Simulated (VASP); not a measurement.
SnTe$_{2}$ (CdCl2 (3R octahedral) bulk): gaps by functional in VASP

```xyz
3
Lattice="2.0883 1.2057 6.2910 -2.0883 1.2057 6.2910 0.0000 -2.4114 6.2910" Properties=species:S:1:pos:R:3 pbc="T T T"
Sn    0.0000    0.0000    0.0000
Te    0.0000    0.0000    4.5553
Te    0.0000    0.0000   14.3176
```

All runs share this cell. Band v is the last that the valence electrons fill when counted band by band, and c is the next. A negative gap between them is a band overlap, as in a metal.

| level | gap (eV) | least direct gap (eV) | pressure (GPa) |
| --- | --- | --- | --- |
| PBE | -0.85 | 0.01 | 1.9 |
| LDA | -0.87 | 0.03 | -1.7 |
| PBEsol | -0.88 | 0.01 | -0.6 |
